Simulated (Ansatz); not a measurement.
# Zr: strain and displacement

```
CELL_PARAMETERS angstrom
-1.81000 1.81000 1.81000
1.81000 -1.81000 1.81000
1.81000 1.81000 -1.81000
ATOMIC_POSITIONS crystal
Zr 0.00000 0.00000 0.00000
```

The cell comes from COD entry 9008559, which wasn't checked; take it as a given geometry.

The calculation used Ansatz 0.2.0, DFT, LDA, all-electron PAW with datasets made for the crystal, scalar-relativistic.

Settings: a Γ-centred 16×16×16 k mesh, Fermi–Dirac smearing of 0.03 eV, cutoff 240 eV (chosen by the program for this cell), no spin polarisation.

The unchanged cell is at -9.53 GPa.

In a metal, stresses and small energies carry noise from the k mesh.

x, y and z are the Cartesian axes of the cell as listed; fractional coordinates follow a strain, and an engineering shear is twice the off-diagonal strain component.

Task: One change gave: energy change under 1 meV/atom; stress change (xx, yy, zz, yz, xz, xy) 0.01, 0.01, 0.01, -0.24, -0.24, -0.24 GPa, compression positive. Which change was it?
A. equal xy, yz and zx engineering shear strains of +1 %
B. equal xy, yz and zx engineering shear strains of -1 %
C. equal xy, yz and zx engineering shear strains of -2 %
D. equal xy, yz and zx engineering shear strains of +2 %

Result: A. For equal xy, yz and zx engineering shear strains of -2 %: energy change +1 meV/atom; stress change (xx, yy, zz, yz, xz, xy) 0.05, 0.05, 0.05, 0.38, 0.38, 0.38 GPa, compression positive. For equal xy, yz and zx engineering shear strains of -1 %: energy change under 1 meV/atom; stress change (xx, yy, zz, yz, xz, xy) 0.02, 0.02, 0.02, 0.19, 0.19, 0.19 GPa, compression positive. For equal xy, yz and zx engineering shear strains of +2 %: energy change +2 meV/atom; stress change (xx, yy, zz, yz, xz, xy) 0.05, 0.05, 0.05, -0.56, -0.56, -0.56 GPa, compression positive.
